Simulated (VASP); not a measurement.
Runs of VASP 6.6.1 on Si. It takes space group Fd-3m (No. 227, cubic). The conventional cell has a = 5.444 Å, b = 5.444 Å, c = 5.444 Å, α = 90.00°, β = 90.00°, γ = 90.00°. Si (site symmetry -43m) has 4 Si at 2.36 Å as nearest neighbours. 

```csv
task,level,potentials or basis,cell,k mesh,cutoff (eV),smearing,grid for exact exchange (PRECFOCK),exchange at q = 0,ladder,share of exact exchange,mesh quality,gap on the mesh (eV),pressure (GPa),relaxed volume (Å³/atom)
relaxation of cell and atoms,optPBE-vdW,"VASP PAW PBE potentials, release 64 (Si)",relaxed,8 × 8 × 8,600,fermi-dirac 0.05 eV,-,-,-,-,not flagged,0.78,0.0,20.61
band structure,SCAN,"VASP PAW PBE potentials, release 64 (Si)",as given,8 × 8 × 8,520,fermi-dirac 0.05 eV,-,-,-,-,not flagged,0.88,-0.9,-
relaxation of cell and atoms,PBEsol0,"VASP PAW PBE potentials, release 64 (Si)",relaxed,4 × 4 × 4,600,fermi-dirac 0.05 eV,Normal,truncated,-,-,coarse,1.92,0.0,19.90
relaxation of cell and atoms,PBE+D3(BJ),"VASP PAW PBE potentials, release 64 (Si)",relaxed,8 × 8 × 8,600,fermi-dirac 0.05 eV,-,-,-,-,not flagged,0.61,0.0,19.90
single point,PBEsol,"VASP PAW PBE potentials, release 64 (Si)",as given,8 × 8 × 8,520,fermi-dirac 0.05 eV,-,-,free,-,not flagged,0.51,(a),-
relaxation of cell and atoms,revPBE+D4,"VASP PAW PBE potentials, release 64 (Si)",relaxed,8 × 8 × 8,600,fermi-dirac 0.05 eV,-,-,-,-,not flagged,0.61,0.0,19.58
band structure,r2SCAN-EpsX,"VASP PAW PBE potentials, release 64 (Si)",as given,6 × 6 × 6,520,gaussian 0.02 eV,Fast,truncated,gaps,0.0711,not flagged,(b),(c),-
```

Alike in all rows: no spin polarisation.

Question: Estimate the missing entries.

Answer: (a) -0.4; (b) 1.25; (c) -0.5.

Caveats: some runs use coarse meshes; the PAW data sets were made with another functional, which shifts forces and pressure a little (some runs); the mesh misses the band edges, which the band path finds closer together (some runs).

Not every run made on this cell is shown here.
